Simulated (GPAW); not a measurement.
# PbSe (Clausthalite) (Fm-3m) in GPAW: further runs

Runs on PbSe (Clausthalite). Level: PBE. Tasks: single point.

Everything below comes from runs of GPAW 26.7.0. Logs are shortened: lines on timing, memory, paths and dates and some standing lists are left out, and cuts for length are marked. The log counts tension as positive stress, the text compression.

## Step 1: Starting point

Symmetry: Fm-3m, No. 225, cubic system. Conventional cell: a = 6.121 Å, b = 6.121 Å, c = 6.121 Å, α = 90.00°, β = 90.00°, γ = 90.00°. Pb (site symmetry m-3m) has 6 Se at 3.06 Å as nearest neighbours. Se (site symmetry m-3m) has 6 Pb at 3.06 Å as nearest neighbours.

## Step 2: Single point, PBE (volume scaled by 0.96)

The input, run.py:

```python
import spglib
from ase import Atoms
from ase.dft.bandgap import bandgap
from ase.io import read, write
from ase.units import GPa
from gpaw import GPAW, PW

atoms = read('PbSe.cif')
cell, positions, numbers = spglib.find_primitive(
    (atoms.cell[:], atoms.get_scaled_positions(), atoms.numbers), symprec=1e-4)
atoms = Atoms(numbers, cell=cell, scaled_positions=positions, pbc=True)

calc = GPAW(mode=PW(400),
            xc='PBE',
            kpts={'size': (6, 6, 6), 'gamma': True},
            occupations={'name': 'fermi-dirac', 'width': 0.05},
            nbands=19,
            convergence={'density': 1e-05, 'energy': 1e-05},
            maxiter=80,
            txt='gpaw.txt')
atoms.calc = calc
energy = atoms.get_potential_energy()
forces = atoms.get_forces()
stress = atoms.get_stress()
calc.write('gs.gpw')
write('result.traj', atoms)
print(f'Energy: {energy:.6f} eV')
print('Forces (eV/A):')
print(forces.round(4))
print('Stress (GPa):', (stress / GPa).round(3))
print('Fermi level:', round(calc.get_fermi_level(), 4), 'eV')
print(f'Gap: {bandgap(calc)[0]:.4f} eV, direct: {bandgap(calc, direct=True)[0]:.4f} eV')
```

The input, PbSe.cif:

```cif
data_PbSe
_cell_length_a 6.03856959
_cell_length_b 6.03856959
_cell_length_c 6.03856959
_cell_angle_alpha 90.00000000
_cell_angle_beta 90.00000000
_cell_angle_gamma 90.00000000
_space_group_name_H-M_alt 'Fm-3m'
_space_group_name_Hall '-F 4 2 3'
_space_group_IT_number 225
loop_
_space_group_symop_operation_xyz
'x,y,z'
'-x,-y,-z'
'-y,x,z'
'y,-x,-z'
'-x,-y,z'
'x,y,-z'
'y,-x,z'
'-y,x,-z'
'x,-y,-z'
'-x,y,z'
'-y,-x,-z'
'y,x,z'
'-x,y,-z'
'x,-y,z'
'y,x,-z'
'-y,-x,z'
'z,x,y'
'-z,-x,-y'
'z,-y,x'
'-z,y,-x'
'z,-x,-y'
'-z,x,y'
'z,y,-x'
'-z,-y,x'
'-z,x,-y'
'z,-x,y'
'-z,-y,-x'
'z,y,x'
'-z,-x,y'
'z,x,-y'
'-z,y,x'
'z,-y,-x'
'y,z,x'
'-y,-z,-x'
'x,z,-y'
'-x,-z,y'
'-y,z,-x'
'y,-z,x'
'-x,z,y'
'x,-z,-y'
'-y,-z,x'
'y,z,-x'
'-x,-z,-y'
'x,z,y'
'y,-z,-x'
'-y,z,x'
'x,-z,y'
'-x,z,-y'
'x,y+1/2,z+1/2'
'-x,-y+1/2,-z+1/2'
'-y,x+1/2,z+1/2'
[... 62 lines left out ...]
'-z+1/2,-x,-y+1/2'
'z+1/2,-y,x+1/2'
'-z+1/2,y,-x+1/2'
'z+1/2,-x,-y+1/2'
'-z+1/2,x,y+1/2'
'z+1/2,y,-x+1/2'
'-z+1/2,-y,x+1/2'
'-z+1/2,x,-y+1/2'
'z+1/2,-x,y+1/2'
'-z+1/2,-y,-x+1/2'
'z+1/2,y,x+1/2'
'-z+1/2,-x,y+1/2'
'z+1/2,x,-y+1/2'
'-z+1/2,y,x+1/2'
'z+1/2,-y,-x+1/2'
'y+1/2,z,x+1/2'
'-y+1/2,-z,-x+1/2'
'x+1/2,z,-y+1/2'
'-x+1/2,-z,y+1/2'
'-y+1/2,z,-x+1/2'
'y+1/2,-z,x+1/2'
'-x+1/2,z,y+1/2'
'x+1/2,-z,-y+1/2'
'-y+1/2,-z,x+1/2'
'y+1/2,z,-x+1/2'
'-x+1/2,-z,-y+1/2'
'x+1/2,z,y+1/2'
'y+1/2,-z,-x+1/2'
'-y+1/2,z,x+1/2'
'x+1/2,-z,y+1/2'
'-x+1/2,z,-y+1/2'
'x+1/2,y+1/2,z'
'-x+1/2,-y+1/2,-z'
'-y+1/2,x+1/2,z'
'y+1/2,-x+1/2,-z'
'-x+1/2,-y+1/2,z'
'x+1/2,y+1/2,-z'
'y+1/2,-x+1/2,z'
'-y+1/2,x+1/2,-z'
'x+1/2,-y+1/2,-z'
'-x+1/2,y+1/2,z'
'-y+1/2,-x+1/2,-z'
'y+1/2,x+1/2,z'
'-x+1/2,y+1/2,-z'
'x+1/2,-y+1/2,z'
'y+1/2,x+1/2,-z'
'-y+1/2,-x+1/2,z'
'z+1/2,x+1/2,y'
'-z+1/2,-x+1/2,-y'
'z+1/2,-y+1/2,x'
'-z+1/2,y+1/2,-x'
'z+1/2,-x+1/2,-y'
'-z+1/2,x+1/2,y'
'z+1/2,y+1/2,-x'
'-z+1/2,-y+1/2,x'
'-z+1/2,x+1/2,-y'
'z+1/2,-x+1/2,y'
'-z+1/2,-y+1/2,-x'
'z+1/2,y+1/2,x'
'-z+1/2,-x+1/2,y'
'z+1/2,x+1/2,-y'
'-z+1/2,y+1/2,x'
'z+1/2,-y+1/2,-x'
'y+1/2,z+1/2,x'
'-y+1/2,-z+1/2,-x'
'x+1/2,z+1/2,-y'
'-x+1/2,-z+1/2,y'
'-y+1/2,z+1/2,-x'
'y+1/2,-z+1/2,x'
'-x+1/2,z+1/2,y'
'x+1/2,-z+1/2,-y'
'-y+1/2,-z+1/2,x'
'y+1/2,z+1/2,-x'
'-x+1/2,-z+1/2,-y'
'x+1/2,z+1/2,y'
'y+1/2,-z+1/2,-x'
'-y+1/2,z+1/2,x'
'x+1/2,-z+1/2,y'
'-x+1/2,z+1/2,-y'
loop_
_atom_site_label
_atom_site_type_symbol
_atom_site_symmetry_multiplicity
_atom_site_Wyckoff_symbol
_atom_site_fract_x
_atom_site_fract_y
_atom_site_fract_z
_atom_site_occupancy
Pb1 Pb 4 a 0.0000000000 0.0000000000 0.0000000000 1
Se1 Se 4 b 0.5000000000 0.0000000000 0.0000000000 1
```

Potentials or basis: GPAW PAW data sets (gpaw-data 1.2.1), pw.

Run with:

```console
$ OMP_NUM_THREADS=1 python run.py
```

gpaw.txt:

```text
__  _  _
 | _ |_)|_||  |
 |__||  | ||/\| - 26.7.0

Input parameters:
  mode=PW(ecut=400.0),
  convergence={'density': 1e-05, 'energy': 1e-05},
  kpts=MonkhorstPack(size=(6, 6, 6), gamma=True),
  maxiter=80,
  nbands=19,
  occupations=Occupations(name='fermi-dirac', width=0.05),
  xc=XC(name='PBE')

Diagonalizing LCAO Hamiltonian
Converting LCAO to pw mode

                Se

       Pb

Atoms  # Å, Bohr magnetons
|   | symbol |        x |        y |        z |    initial magnetic moments |
|---|--------|----------|----------|----------|-----------------------------|
| 0 |     Pb | 0.000000 | 0.000000 | 0.000000 | ( 0.0000,  0.0000,  0.0000) |
| 1 |     Se | 3.019285 | 3.019285 | 3.019285 | ( 0.0000,  0.0000,  0.0000) |

Unit cell  # Å
| periodic |        x |        y |        z |  lengths |    angles |
|----------|----------|----------|----------|----------|-----------|
|      yes | 0.000000 | 3.019285 | 3.019285 | 4.269914 | 60.000000 |
|      yes | 3.019285 | 0.000000 | 3.019285 | 4.269914 | 60.000000 |
|      yes | 3.019285 | 3.019285 | 0.000000 | 4.269914 | 60.000000 |

Number of symmetries: 48
Symmetry operations  # r_c * U_cc + t_c -> r_c
|    | kind |            matrix            |
|----|------|------------------------------|
|  0 |  σ   |  1, 0, 0,  1, 0,-1,  1,-1, 0 |
|  1 |  C2  |  1, 0, 0,  1,-1, 0,  1, 0,-1 |
|  2 |  E   |  1, 0, 0,  0, 1, 0,  0, 0, 1 |
|  3 |  σ   |  1, 0, 0,  0, 0, 1,  0, 1, 0 |
|  4 |  C4  |  1, 0,-1,  1, 0, 0,  1,-1, 0 |
|  5 |  S6  |  1, 0,-1,  1,-1, 0,  1, 0, 0 |
|  6 |  σ   |  1, 0,-1,  0, 1,-1,  0, 0,-1 |
|  7 |  C3  |  1, 0,-1,  0, 0,-1,  0, 1,-1 |
|  8 |  S6  |  1,-1, 0,  1, 0, 0,  1, 0,-1 |
|  9 |  C4  |  1,-1, 0,  1, 0,-1,  1, 0, 0 |
| 10 |  C3  |  1,-1, 0,  0,-1, 1,  0,-1, 0 |
| 11 |  σ   |  1,-1, 0,  0,-1, 0,  0,-1, 1 |
| 12 |  σ   |  0, 1, 0,  1, 0, 0,  0, 0, 1 |
| 13 |  C4  |  0, 1, 0,  0, 1,-1, -1, 1, 0 |
| 14 |  C3  |  0, 1, 0,  0, 0, 1,  1, 0, 0 |
| 15 |  S6  |  0, 1, 0, -1, 1, 0,  0, 1,-1 |
| 16 |  C2  |  0, 1,-1,  1, 0,-1,  0, 0,-1 |
| 17 |  σ   |  0, 1,-1,  0, 1, 0, -1, 1, 0 |
| 18 |  S4  |  0, 1,-1,  0, 0,-1,  1, 0,-1 |
| 19 |  C4  |  0, 1,-1, -1, 1, 0,  0, 1, 0 |
| 20 |  C3  |  0, 0, 1,  1, 0, 0,  0, 1, 0 |
| 21 |  σ   |  0, 0, 1,  0, 1, 0,  1, 0, 0 |
| 22 |  S6  |  0, 0, 1,  0,-1, 1, -1, 0, 1 |
| 23 |  C4  |  0, 0, 1, -1, 0, 1,  0,-1, 1 |
| 24 |  S4  |  0, 0,-1,  1, 0,-1,  0, 1,-1 |
| 25 |  C3  |  0, 0,-1,  0, 1,-1,  1, 0,-1 |
| 26 |  C2  |  0, 0,-1,  0,-1, 0, -1, 0, 0 |
| 27 |  S6  |  0, 0,-1, -1, 0, 0,  0,-1, 0 |
| 28 |  S4  |  0,-1, 1,  1,-1, 0,  0,-1, 0 |
| 29 |  C4  |  0,-1, 1,  0, 0, 1, -1, 0, 1 |
| 30 |  C2  |  0,-1, 1,  0,-1, 0,  1,-1, 0 |
| 31 |  σ   |  0,-1, 1, -1, 0, 1,  0, 0, 1 |
| 32 |  C3  |  0,-1, 0,  1,-1, 0,  0,-1, 1 |
| 33 |  S6  |  0,-1, 0,  0, 0,-1, -1, 0, 0 |
| 34 |  S4  |  0,-1, 0,  0,-1, 1,  1,-1, 0 |
| 35 |  C2  |  0,-1, 0, -1, 0, 0,  0, 0,-1 |
| 36 |  C2  | -1, 1, 0,  0, 1, 0,  0, 1,-1 |
| 37 |  S6  | -1, 1, 0,  0, 1,-1,  0, 1, 0 |
| 38 |  S4  | -1, 1, 0, -1, 0, 1, -1, 0, 0 |
| 39 |  C3  | -1, 1, 0, -1, 0, 0, -1, 0, 1 |
| 40 |  S6  | -1, 0, 1,  0, 0, 1,  0,-1, 1 |
| 41 |  C2  | -1, 0, 1,  0,-1, 1,  0, 0, 1 |
| 42 |  C3  | -1, 0, 1, -1, 1, 0, -1, 0, 0 |
| 43 |  S4  | -1, 0, 1, -1, 0, 0, -1, 1, 0 |
| 44 |  C2  | -1, 0, 0,  0, 0,-1,  0,-1, 0 |
| 45 |  i   | -1, 0, 0,  0,-1, 0,  0, 0,-1 |
| 46 |  σ   | -1, 0, 0, -1, 1, 0, -1, 0, 1 |
| 47 |  C2  | -1, 0, 0, -1, 0, 1, -1, 1, 0 |

[... 61 lines left out ...]
    |    s |        |      15.243 |    1.259 |
    |    p |        |      23.705 |    1.275 |
    |    d |        |       6.001 |    1.217 |

    Using partial waves for Pb as LCAO basis

  Se:
    name:    Selenium
    Z:       34.0
    valence: 6
    core:    28
    charge:  0.0  # [|e|]
    compensation charges:
      type: gauss
      rc: 0.27  # [Å]
      lmax: 2
    cutoffs:
      filter: 1.77  # [Å]
      core: 2.67  # [Å]
    projectors
    | kind |    occ | energy [eV] | rcut [Å] |
    |------|--------|-------------|----------|
    |   4s |  2.000 |     -17.277 |    0.847 |
    |   4p |  4.000 |      -6.512 |    1.005 |
    |    s |        |       9.935 |    0.847 |
    |    p |        |      20.699 |    1.005 |
    |    d |        |       0.000 |    0.847 |

    Using partial waves for Se as LCAO basis

Reference energy: -633377.995495  # eV

eigensolver:
  PPCG
  Converge bands: occupied
  niter=2

density mixing:
  MSR1-Mixer
  Pratt-step length: 0.05
  Maximum mixing coefficient: 0.75
  Old densities: 10
  SVD Regularization: 0.005
  Good broyden scale: 1.0
  Trust region scale: 1.0
  Backstep threshold: 4.0
  History deletion threshold: 6.0
  Fourier metric: weight=20.0, sigma=0.015

occupation numbers:
  Fermi-Dirac:
    width: 0.0500  # eV

poisson solver:
  ecut: 3200.0  # eV

xc functional:
  name: PBE with 2 nearest neighbor stencil

convergence criteria:
- Maximum integral of absolute [dens]ity change: 1e-05 electrons / valence electron
- Maximum [total energy] change in last 3 cyles: 1e-05 eV / valence electron
- Maximum integral of absolute [eigenst]ate change: 4e-08 eV^2 / valence electron
maximum number of iterations: 80

SCF iterations
|iter     | |      energy | eigst |  dens |
|---------|-|-------------|-------|-------|
|iter:   1| |   -8.490285 | -0.33 |       |
|iter:   2| |   -8.437696 | -2.20 | -1.26 |
|iter:   3| |   -8.262187 | -1.91 | -1.30 |
|iter:   4| |   -8.263555 | -3.91 | -1.94 |
|iter:   5| |   -8.264093 | -4.44 | -2.33 |
|iter:   6| |   -8.264117 | -5.80 | -3.27 |
|iter:   7| |   -8.264119c| -6.97 | -3.80 |
|iter:   8| |   -8.264119c| -7.88c| -4.52 |
|iter:   9| |   -8.264119c| -8.01c| -5.24c|

Converged in 9 steps
Energy contributions relative to reference atoms: (reference = -633377.995495)

Energy contributions:
  Kinetic:          24.438628
  Coulomb:         -23.839511
  Zero:             -0.021761
  External:          0.000000
  Xc:               -8.840403
  Entropy:          -0.002146
  Spinorbit:         0.000000
  ----------------------------
  Free energy:      -8.265192
  Extrapolated:     -8.264119

dipole moment: (-25.528444, -25.528444, -25.528444)  # |e|*Ang

Fermi level: 6.790
Eigenvalues  # (at kpt = [0.000, 0.000, 0.000])
| band index |      eig [eV] | occ [0-2] |
|------------|---------------|-----------|
|          0 |       -10.232 |     2.000 |
|        ... |               |           |
|          2 |       -10.227 |     2.000 |
|          3 |       -10.227 |     2.000 |
|          4 |       -10.227 |     2.000 |
|          5 |        -7.277 |     2.000 |
|          6 |         0.496 |     2.000 |
|          7 |         4.579 |     2.000 |
[... 9 lines left out ...]
|         17 |        15.315 |     0.000 |
|         18 |        15.688 |     0.000 |

Gap: 0.101 eV
Transition (v -> c):
  (s=0, k=15, n=9, [0.50, 0.50, 0.50]) -> (s=0, k=15, n=10, [0.50, 0.50, 0.50])
No difference between direct/indirect transitions

Forces  # eV/Ang
|       x |       y |        z |
|---------|---------|----------|
| 0.00000 | 0.00000 |  0.00000 |  # Pb   0
| 0.00000 | 0.00000 | -0.00000 |  # Se   1

Stress tensor  # eV/Ang^3
|         x |         y |         z |
|-----------|-----------|-----------|
| -0.018848 | -0.000000 | -0.000000 |
| -0.000000 | -0.018848 |  0.000000 |
| -0.000000 |  0.000000 | -0.018848 |

# Writing to gs.gpw (mode='')
```

It took 5.4 s on 1 thread of AMD EPYC 7B13 (Zen 3), shared host; peak memory 0.14 GiB.

These settings aren't checked as converged: the numbers below hold their error.

What came out:

```
Free energy            : -8.2652 eV
Pressure               : 3.0 GPa
Band gap on the k mesh : 0.10 eV, direct
```

Caveat: the cutoff is short for stress and forces, so pressures can be off by a GPa or more; spin-orbit coupling is left out, which as a rule narrows the gap of such compounds by several tenths of an eV.

## Step 3: Single point, PBE

Edit run.py of step 2 so:

```diff
@@ -1,3 +1 @@
-import spglib
-from ase import Atoms
 from ase.dft.bandgap import bandgap
@@ -7,8 +5,5 @@
 
-atoms = read('PbSe.cif')
-cell, positions, numbers = spglib.find_primitive(
-    (atoms.cell[:], atoms.get_scaled_positions(), atoms.numbers), symprec=1e-4)
-atoms = Atoms(numbers, cell=cell, scaled_positions=positions, pbc=True)
+atoms = read('PbSe.xyz')
 
-calc = GPAW(mode=PW(400),
+calc = GPAW(mode=PW(1200),
             xc='PBE',
@@ -18,3 +13,3 @@
             convergence={'density': 1e-05, 'energy': 1e-05},
-            maxiter=80,
+            maxiter=60,
             txt='gpaw.txt')
```

The input, PbSe.xyz:

```xyz
2
Lattice="0.0000000000 3.0606500000 3.0606500000 3.0606500000 0.0000000000 3.0606500000 3.0606500000 3.0606500000 0.0000000000" Properties=species:S:1:pos:R:3 pbc="T T T"
Pb     0.0000000000      0.0000000000      0.0000000000
Se     3.0606500000      3.0606500000      3.0606500000
```

Potentials or basis: GPAW PAW data sets (gpaw-data 1.2.1), pw.

Run with:

```console
$ OMP_NUM_THREADS=1 python run.py
```

It took 34 s on 1 thread of Arm Neoverse V1, shared host; peak memory 0.23 GiB.

The run converged. Its results:

| Item | Value |
| --- | --- |
| Free energy | -8.4039 eV |
| Pressure | 2.2 GPa |
| Band gap on the k mesh | 0.24 eV, direct |

Levels at points of the mesh, in eV from the valence-band top:
| k point | band 7 | band 8 | band 9 | band 10 | band 11 | band 12 | band 13 | band 14 |
| --- | --- | --- | --- | --- | --- | --- | --- | --- |
| (0.00, 0.00, 0.00) | -6.27 | -1.93 | -1.93 | -1.93 | 4.65 | 4.65 | 4.65 | 6.49 |
| (0.50, 0.50, 0.00) | -7.34 | -5.03 | -3.28 | -3.28 | 3.66 | 5.55 | 5.55 | 5.99 |
| (0.50, 0.50, 0.50) | -8.78 | -1.51 | -1.51 | 0.00 | 0.24 | 1.64 | 1.64 | 8.52 |

Caveat: spin-orbit coupling is left out, which as a rule narrows the gap of such compounds by several tenths of an eV. A k mesh can miss the band edges.

## Step 4: Single point, PBE

Edit run.py of step 3 so:

```diff
@@ -5,5 +5,5 @@
 
-atoms = read('PbSe.xyz')
+atoms = read('POSCAR')
 
-calc = GPAW(mode=PW(1200),
+calc = GPAW(mode=PW(300),
             xc='PBE',
@@ -13,3 +13,3 @@
             convergence={'density': 1e-05, 'energy': 1e-05},
-            maxiter=60,
+            maxiter=80,
             txt='gpaw.txt')
```

The input, POSCAR:

```
PbSe
1.0
    0.0000000000      3.0606500000      3.0606500000
    3.0606500000      0.0000000000      3.0606500000
    3.0606500000      3.0606500000      0.0000000000
Pb Se
1 1
Direct
    0.0000000000      0.0000000000      0.0000000000
    0.5000000000      0.5000000000      0.5000000000
```

Run with:

```console
$ OMP_NUM_THREADS=1 python run.py
```

Wall time 6.9 s (1 thread of Arm Neoverse V1, shared host); peak memory 0.13 GiB.

The run converged, but some of its settings lie outside the range that counts as converged, so its numbers aren't taken as properties of the crystal.

What came out:

| Property | Result |
| --- | --- |
| Free energy | -7.8575 eV |
| Pressure | -1.7 GPa |
| Band gap on the k mesh | 0.25 eV, direct |

Caveat: the cutoff is short for stress and forces, so pressures can be off by a GPa or more; spin-orbit coupling is left out, which as a rule narrows the gap of such compounds by several tenths of an eV.
